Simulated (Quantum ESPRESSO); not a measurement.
## CdTe: equation of state with LDA

**The experiment to reproduce.**

From “Multiscale insight into the Cd1-xZnxTe vibrational-mechanical properties -- High-pressure experiments and ab initio calculations”, 2023, arxiv:2306.14539, for a powder of CdTe: bulk modulus 42 ± 2 GPa.

CdTe:

```
CELL_PARAMETERS angstrom
0.00000 3.20500 3.20500
3.20500 0.00000 3.20500
3.20500 3.20500 0.00000
ATOMIC_POSITIONS crystal
Te 0.75000 0.75000 0.75000
Cd 0.00000 0.00000 0.00000
```

| Quantity | Value |
| --- | --- |
| Program | Quantum ESPRESSO 7.5 |
| Task | equation of state |
| Functional | LDA |
| Potentials or basis | GBRV 1.5 LDA |
| Cutoff | 612 eV |
| Density cutoff | 4898 eV |
| k mesh | 7 × 7 × 7 |
| Occupations | fermi-dirac, width 0.05 eV |
| Spin | no spin polarisation |
| Form of the LDA correlation | PZ81 |
| Mixing beta | 0.5 |
| Most SCF iterations | 120 |
| SCF threshold | 4e-10 Ry |

```yaml
Equilibrium_volume: 33.16 Å³/atom
Bulk_modulus: 47 GPa
Pressure_derivative_of_the_bulk_modulus: 4.7
```

Energy against volume, from the lowest point:
| volume (Å³/atom) | energy (meV/atom) |
| --- | --- |
| 30.947 | 24.22 |
| 31.605 | 11.33 |
| 32.263 | 3.46 |
| 32.922 | 0.00 |
| 33.580 | 0.52 |
| 34.239 | 4.55 |
| 34.897 | 11.76 |

All runs of the series together: 72 s on 2 threads of Arm Neoverse V2, on a shared host.

Against the measured bulk modulus of CdTe, 42 GPa (powder; quoted in “Multiscale insight into the Cd1-xZnxTe vibrational-mechanical properties -- High-pressure experiments and ab initio calculations”, 2023, arxiv:2306.14539), the calculated 47 GPa is off by +10.8 %. The fit is for a static lattice scaled at fixed shape and fixed fractional positions.

The run has no spin-orbit coupling, so splittings on Te are missing.
